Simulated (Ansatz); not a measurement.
Al: an elastic constant from a strain scan

Level of theory: DFT PBE+D3(BJ), scalar-relativistic, plane waves, PAW in Ansatz. Settings: plane waves to 420 eV, k-mesh 26×26×26 (Γ-centred), Gaussian smearing 0.15 eV. No spin polarisation. Energies are free energies at this smearing, counted from the undisturbed cell; pressure is positive in compression.

The undisturbed cell (relaxed at this level):

```
Al
1.0
     0.00000    1.99136    1.99136
     1.99136    0.00000    1.99136
     1.99136    1.99136    0.00000
Al
1
Cartesian
  0.0000 0.0000 0.0000
```

The cell is strained by ε times the Voigt pattern (0, 0, 0, 0, 0, 1) (xx, yy, zz, yz, xz, xy; engineering shear) with fractional coordinates fixed. The cell holds 1 atom in V0 = 15.79 Å³. The stress column is τ = (1/V0) dE/dε, got from the stress tensor σ (compression positive) at each point as −det(1 + εP) σ : P(1 + εP)⁻¹, with P the pattern as a tensor.

| ε | ΔE (meV/atom) | τ (GPa) |
| --- | --- | --- |
| -0.0350 | 2.964 | -1.599 |
| -0.0300 | 2.219 | -1.421 |
| -0.0250 | 1.567 | -1.226 |
| -0.0200 | 1.014 | -1.009 |
| -0.0150 | 0.574 | -0.770 |
| -0.0100 | 0.257 | -0.518 |
| -0.0050 | 0.065 | -0.259 |
| 0.0000 | 0.000 | 0.000 |
| 0.0050 | 0.065 | 0.259 |
| 0.0100 | 0.257 | 0.518 |
| 0.0150 | 0.574 | 0.770 |
| 0.0200 | 1.014 | 1.009 |
| 0.0250 | 1.567 | 1.226 |
| 0.0300 | 2.219 | 1.421 |
| 0.0350 | 2.964 | 1.599 |
| 0.0400 | ? | ? |

Problem. Which combination of elastic constants does this scan measure, and how large is it?

Solution. For small ε, τ = τ0 + Kε with K = pᵀCp, which for this pattern is C44 in the cubic axes. The parabola through τ at ε = -0.0050, 0 and 0.0050 has slope K = 52 GPa at zero. The energies per cell, E = NΔE, of the wider pair ε = ±0.0300 give K = 2[E(ε₊)/ε₊ − E(ε₋)/ε₋]/[(ε₊ − ε₋)V0] = 50 GPa, in agreement.

Problem. Predict the withheld row at ε = 0.0400 from the harmonic law, and compare.

Solution. ΔE = V0(τ0 ε + Kε²/2)/N = 4.089 meV/atom and τ = 2.07 GPa. The calculation gives 3.794 meV/atom and 1.77 GPa: the energy lies 7 % below the harmonic value.

In a metal these slopes depend on the k mesh and the smearing.